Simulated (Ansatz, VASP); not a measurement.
# Cross-check of In4SbAs3 (ordered alloy, x = 0.25, built in the cubic cell of 8 atoms (invented)) between VASP and Ansatz, part 2 of 2

Aim: how closely do two programs agree when they are given the same cell, functional and k mesh? The cell is generated by rule, not measured, and may not be a known phase. The cell is taken from a series of runs on this material, whose earlier steps may have relaxed, scaled, displaced or heated it; both programs get it as it stands.

VASP 6.6.1 and Ansatz 0.2.0.

So far: The starting structure; VASP: relaxation of cell and atoms, r2SCAN.

### 3. Ansatz: relaxation of cell and atoms, r2SCAN

Level of this step: Ansatz beside VASP: Kohn-Sham DFT, plane waves, r2SCAN (Ansatz).

Ansatz runs on its PAW soft_1 files.

The same cell, functional, mesh and smearing now go to Ansatz, which takes its cutoff from its data sets.

Contents of input.yaml:

```yaml
crystal:
  lattice:
    - [6.2258188954, 0.0, 0.0]
    - [0.0, 6.2258188954, 0.0]
    - [0.0, 0.0, 6.2258188954]
  atoms:
    - { symbol: Sb, position: [0.0, 0.0, 0.0] }
    - { symbol: As, position: [0.0, 0.5, 0.5] }
    - { symbol: As, position: [0.5, 0.0, 0.5] }
    - { symbol: As, position: [0.5, 0.5, 0.0] }
    - { symbol: In, position: [0.2588806265, 0.2588806265, 0.2588806265] }
    - { symbol: In, position: [0.2588806265, 0.7411193735, 0.7411193735] }
    - { symbol: In, position: [0.7411193735, 0.2588806265, 0.7411193735] }
    - { symbol: In, position: [0.7411193735, 0.7411193735, 0.2588806265] }
kpoints:
  mp_grid: { grid: [6, 6, 6] }
hamiltonian:
  xc: r2scan
  pseudopotentials: { kind: paw, azcp: { folder: soft_1 } }
scf:
  occupations: { method: gaussian, width: 0.1 }
output:
  forces: true
  stress: true
  eigenvalues: true
relax:
  adjacent_minimum: "off"
  f_tol: 0.005
  max_steps: 80
  cell: { stress_tol: 0.05 }
```

On the command line:

```sh
> ansatz run input.yaml --threads 4 --pin off --max-ram 9216MiB --backend cpu --events-out ev --progress --plain --runs-dir out
```

Numbers of over 12 decimals in the logs are rounded to 6 here.

What it wrote:

```text
Engine: ansatz 0.2.0, x86_64-unknown-linux-gnu
Pseudopotentials: kind: paw
Pseudopotential: Sb, paw, valence charge 15, recommended cutoff 500 eV (meta_gga), soft_1/Sb.paw.azcp
Pseudopotential: As, paw, valence charge 15, recommended cutoff 500 eV (meta_gga), soft_1/As.paw.azcp
Pseudopotential: In, paw, valence charge 13, recommended cutoff 500 eV (meta_gga), soft_1/In.paw.azcp
Functional definition: r2SCAN
  parameter k0 = 0.174
  parameter k1 = 0.065
  parameter a1 = 4.9479
  exchange = r2scan_x(k0 = k0, k1 = k1, a1 = a1)
  correlation = r2scan_c
Crystal: 8 atoms, lattice volume = 241.318 Å³
Basis set: ecut = 500 eV, 6043 PW (Γ), exchange–correlation on 192×192×192 points (64 copies of the dense FFT grid, shifted against one another)
Bands: 68, of which v1, the nominal top of the filled ones, is band 56 counted from 1 (55 counted from 0)
Symmetry: 24 space group operations
Space group: P-43m (ITA 215), of the structure as read, at distance tolerance 6.2e-5 Å
k-points: 20 of 216 (time reversal used)
Non-local potential: Sb, projectors of the file, l = 0: 2, l = 1: 2, l = 2: 2, l = 3: 1
Non-local potential: As, projectors of the file, l = 0: 2, l = 1: 2, l = 2: 3, l = 3: 1
Non-local potential: In, projectors of the file, l = 0: 2, l = 1: 2, l = 2: 2, l = 3: 1
PAW form: soft (Blöchl's): semilocal exchange-correlation on the pseudo side does not see the compensation charge
PAW frozen core: Sb, regenerated for the run's functional (the file was generated under x = pbe(κ = 0.804, μ = 0.219515), c = pbe(β = 0.066725))
PAW frozen core: As, regenerated for the run's functional (the file was generated under x = pbe(κ = 0.804, μ = 0.219515), c = pbe(β = 0.066725))
PAW frozen core: In, regenerated for the run's functional (the file was generated under x = pbe(κ = 0.804, μ = 0.219515), c = pbe(β = 0.066725))
PAW one-centre angular grid: Sb, 590 points (default); XC on 160 Gauss nodes
PAW one-centre angular grid: As, 590 points (default); XC on 160 Gauss nodes
PAW one-centre angular grid: In, 590 points (default); XC on 160 Gauss nodes
Initial density: superposition of atomic densities (chi_scale 0.1, normalization cell, long waves kept (reshape's long-wave potential 0.01 eV rms))
Initial wavefunctions: pseudopotential atomic-orbital guess
Functional: x = r2scan, c = r2scan; τ floored in thin density (d = 2e-4 eV/Å³)
iter 1 solved again at ethr=1.52e-3 eV; its pass at ethr=3.10e-3 eV (dr2=1.70e0 eV) is discarded
SCF iter   1: F=—  HF=-43543.050340 eV  |F-HF|=—  |Δ(HF+E_count)|=         —  Δρ=2.95e-2  dr2=1.70e0  dr2_τ=4.06e-2  ethr=1.52e-3  ⟨swp⟩=1.2  Hψ=7273  notcnv=0
preconditioner: auto → Resta (q_TF=auto, 2.401 Å⁻¹)  ε∞=3.0  [insulator: Δε(μ)=0.885 eV  Ē_g=14.469 eV  σ=0.100 eV  W_gap=0.74  n_scr=56 (ndim 8)  ℏωp=20.3 eV  f_vac=0.015  D(μ)=0.20/eV (n_scr^D=0)  ε∞_Penn≈3.0]
SCF iter   2: F=—  HF=-43543.130734 eV  |F-HF|=—  |Δ(HF+E_count)|=   8.04e-2  Δρ=1.72e-2  dr2=5.98e-1  dr2_τ=4.60e-3  ethr=1.52e-3  ⟨swp⟩=2.4  Hψ=1611  notcnv=0
SCF iter   3: F=—  HF=-43543.158578 eV  |F-HF|=—  |Δ(HF+E_count)|=   2.78e-2  Δρ=1.80e-3  dr2=1.18e-2  dr2_τ=2.64e-4  ethr=5.34e-4  ⟨swp⟩=4.1  Hψ=2840  notcnv=0
SCF iter   4: F=—  HF=-43543.158196 eV  |F-HF|=—  |Δ(HF+E_count)|=   3.82e-4  Δρ=9.06e-4  dr2=2.53e-3  dr2_τ=4.06e-5  ethr=1.05e-5  ⟨swp⟩=2.0  Hψ=2481  notcnv=0
SCF iter   5: F=—  HF=-43543.158424 eV  |F-HF|=—  |Δ(HF+E_count)|=   2.29e-4  Δρ=3.31e-4  dr2=3.07e-4  dr2_τ=6.21e-6  ethr=2.26e-6  ⟨swp⟩=2.0  Hψ=2481  notcnv=0
SCF iter   6: F=—  HF=-43543.158543 eV  |F-HF|=—  |Δ(HF+E_count)|=   1.19e-4  Δρ=7.80e-5  dr2=1.50e-5  dr2_τ=4.13e-7  ethr=2.74e-7  ⟨swp⟩=2.0  Hψ=2048  notcnv=0
SCF iter   7: F=—  HF=-43543.158526 eV  |F-HF|=—  |Δ(HF+E_count)|=   1.77e-5  Δρ=2.07e-5  dr2=1.04e-6  dr2_τ=2.19e-8  ethr=1.34e-8  ⟨swp⟩=2.0  Hψ=2081  notcnv=0
SCF iter   8: F=-43543.158526 eV  HF=-43543.158526 eV  |F-HF|=9.01e-9  |Δ(HF+E_count)|=   5.93e-7  Δρ=3.86e-6  dr2=4.96e-8  dr2_τ=2.41e-9  ethr=8.93e-11  ⟨swp⟩=8.4  Hψ=7175  notcnv=0
SCF 1 converged in 8 iterations: F = -43543.158526 eV  dr2 = 4.96e-8
  greatest PAW one-centre occupation: 0.999 electrons in one spin orbital (limit 2), on the As atom at site 3 (counted from 0), in its partial waves of l = 2
relax step   1: F+E_penalty+E_count = -43543.15852625 eV  Δ(F+E_penalty+E_count) = +0.000e0 eV  max|allowed force component| = 5.285e-2 eV/Å  Δτ_max = 0.0000 Å  P = -0.074 GPa  Ω = 241.318 Å³  (8 SCF iters, dr2 threshold 1.00e-7 eV, accepted)
[...]
relax step   3: F+E_penalty+E_count = -43543.16002583 eV  Δ(F+E_penalty+E_count) = -1.500e-3 eV  max|allowed force component| = 9.766e-4 eV/Å  Δτ_max = 0.0076 Å  P = -0.005 GPa  Ω = 241.059 Å³  energy of the carried Pulay correction = +1.689e-5 eV  (9 SCF iters, accepted)
[...]
relax step   4: F+E_penalty+E_count = -43543.16000859 eV  Δ(F+E_penalty+E_count) = +1.724e-5 eV  max|allowed force component| = 9.752e-4 eV/Å  Δτ_max = 0.0000 Å  P = -0.005 GPa  Ω = 241.059 Å³  stress off target by 5.44e-3 GPa  SCF on the basis re-selected at this cell (its energy is not comparable with the rows above)  (4 SCF iters)
basis re-selected at this cell: Δ(F+E_penalty+E_count) = +1.724e-5 eV, ΔP = -0.000 GPa vs the last step (what re-selecting the basis moved, of the pressure what is left beyond the Pulay correction that the steps carried, after the strain that the cell walked since its last selection, with what the two solves' SCF thresholds leave and, on support functions, any second-order correction that the steps lacked; it is no m [...]
SCF converged after 4 iterations
Free energy (F): -43543.160009 eV
Harris-Foulkes:  -43543.160009 eV  (|F-HF|=0.00e0)
Internal energy: -43543.159010 eV  (E = F + TS)
E sigma→0 (E₀):  -43543.159509 eV
Entropy (-TS):   -0.000999 eV (-0.125 meV/atom)
Fermi energy:    7.081707 eV
--- Per-component energies (eV) ---
  E_band       = -1321.380954
  E_kinetic    = 1327.556901
  E_local      = -13774.686716  (includes V_loc(G=0)·N_el)
  E_nonlocal   = 521.716716
  E_hartree    = 6581.207815
  E_xc         = -812.975113
  E_vxc        = -705.611874  (∫ρ·V_xc dr)
  E_paw        = -27587.635277  (= ΣΔE_a)
  E_vpaw       = -1896.887000  (= ΣTr[D̂ρ^β])
  E_aug_tail   = -0.000203  (compensation charges beyond the density's cutoff)
  E_vtau       = 44.115500  (kinetic-family band-sum trace: ∫τ·v_τ [+ j·A + Jᵃ·Aᵃ] dr)
  E_ewald      = -9798.339206
  E_core_change = -0.003928  (= ΣΔE_core)
  E_smearing   = -0.000999  (= −TS)
  E_closure    = -0.000000  (closes the sum)
  Σ components = -43543.160009   (vs F -43543.160009, Δ=0.00e0)
--- Forces (eV/Å), atoms counted from 1 ---
  atom   1  Sb     0.00000000    -0.00000000    -0.00000000
  atom   2  As     0.00000000    -0.00000000    -0.00000000
  atom   3  As     0.00000000     0.00000000    -0.00000000
  atom   4  As     0.00000000    -0.00000000    -0.00000000
  atom   5  In    -0.00097517    -0.00097517    -0.00097517
  atom   6  In    -0.00097517     0.00097517     0.00097517
  atom   7  In     0.00097517    -0.00097517     0.00097517
  atom   8  In     0.00097517     0.00097517    -0.00097517
  max |Σ_I F_I| component: 5.84e-17 eV/Å
--- Stress (GPa, compression-positive) ---
       -0.005439      -0.000000       0.000000
       -0.000000      -0.005439      -0.000000
        0.000000      -0.000000      -0.005439
  P = ⅓ Tr σ = -0.0054 GPa (-0.054 kbar)
--- Band table (eV; the first three rows and the last of 20) ---
  k-point 0: bands = [... 52 lower, 4.7684, 6.9182, 7.0359, 7.0359, 7.0359, 8.8403, 8.8831, 8.8831, ... 8 higher]
  k-point 1: bands = [... 52 lower, 4.8352, 5.7859, 6.7824, 6.7824, 8.0902, 8.9083, 9.2754, 9.2764, ... 8 higher]
  k-point 2: bands = [... 52 lower, 5.1180, 5.1180, 6.2399, 6.2399, 8.8934, 9.3124, 9.6400, 10.0870, ... 8 higher]
  k-point 19: bands = [... 52 lower, 5.9275, 6.3413, 6.3413, 6.3413, 7.9042, 7.9042, 7.9042, 8.7537, ... 8 higher]
--- Relaxed structure (3 steps of the walk, 2 accepted, 1 SCFs on fresh bases) ---
  F+E_penalty+E_count = -43543.16000859 eV   max|allowed force component| = 9.752e-4 eV/Å   (the final SCF, on the basis selected at the relaxed cell)
  cell:  # Å, volume = 241.0585 Å³
    - [6.223588, 0, 0]
    - [0, 6.223588, 0]
    - [0, 0, 6.223588]
  atoms:
    - { symbol: Sb, position: [0, 0, 0] }
    - { symbol: As, position: [0, 0.5, 0.5] }
    - { symbol: As, position: [0.5, 0, 0.5] }
    - { symbol: As, position: [0.5, 0.5, 0] }
    - { symbol: In, position: [0.258177, 0.258177, 0.258177] }
    - { symbol: In, position: [0.258177, 0.741823, 0.741823] }
    - { symbol: In, position: [0.741823, 0.258177, 0.741823] }
    - { symbol: In, position: [0.741823, 0.741823, 0.258177] }
```

Reading the cycles: dr2 is the Hartree energy of the density residual (eV), the measure of convergence; HF is the Harris–Foulkes estimate of the energy, which meets the free energy F at convergence.

### 4. Side by side

Known differences besides the potentials themselves: VASP keeps PBE cores, Ansatz makes them for the functional; the data sets hold 112 valence electrons in Ansatz (on its PAW soft_1 files) and 72 in VASP; the cutoff is 500 eV in Ansatz and 550 eV in VASP; Ansatz adds a Pulay correction to the stress that steers its cell, VASP none. Total energies have different zeros and are not compared.

The two programs side by side:

| quantity | Ansatz | VASP | difference |
| --- | --- | --- | --- |
| volume (Å³) | 241.06 | 241.07 | -0.01 % |
| edge a after relaxation, in the typed setting (Å) | 6.224 | 6.224 | +0.00 % |

### 5. What came out

| Property | Result |
| --- | --- |
| difference in volume (relaxation of cell and atoms, r2SCAN) | -0.0059 % |

The difference in volume is -0.0059 % (relaxation of cell and atoms, r2SCAN), within the 1.2 % picked in this series as the mark of a large difference, as far as the stopping tolerances let one tell. The data sets hold unlike numbers of valence electrons (112 in Ansatz and 72 in VASP), so part of the differences may come from the potentials. How closely two codes agree says nothing of how well the functional describes the real material.

[Lines on the potential files, build, host, timing and source positions are cut from VASP's logs without a mark.]

[Logs are printed without paths, hosts, clocks, repeated set-up lines and the standing remarks that a program may print on its own settings, such as how far it seeks lower states.]

[Hosts, paths, dates, database ids (printed as entryN), source tags and the programs' standing remarks are cut or masked in the printed files.]
